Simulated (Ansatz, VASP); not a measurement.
Two plane-wave programs on Pb4O

```
CELL_PARAMETERS angstrom
5.98363 0.00000 0.00000
0.00000 5.98363 0.00000
0.00000 0.00000 5.98363
ATOMIC_POSITIONS crystal
Pb 0.00000 0.50000 0.50000
Pb 0.50000 0.00000 0.50000
Pb 0.50000 0.50000 0.00000
Pb 0.50000 0.50000 0.50000
O 0.00000 0.00000 0.00000
```

The cell was built by a generator and needn't be a form met in nature.

Alike in both runs: task single point; functional PBE; k mesh 6 × 6 × 6; occupations gaussian, width 0.1 eV; no spin polarisation.

```csv
,VASP,Ansatz
version,VASP 6.6.1,Ansatz 0.2.0
potentials or method,"VASP PAW PBE potentials, release 64 (Pb_d, O)","scalar-relativistic, plane waves, PAW"
plane-wave cutoff (eV),520,420
valence electrons in the cell,62,62
```

|  | VASP | Ansatz | Ansatz less VASP |
| --- | --- | --- | --- |
| gap on the k mesh at the Fermi level (eV) | none | none | - |
| pressure (GPa) | 0.0 | 0.0 | +0.06 |

A gap of «none» marks a metal or a gap that the smearing closes. The functional is the same, so the differences come from potentials, cutoffs and numerics.

Spin-orbit coupling is left out, which matters for the levels of Pb.
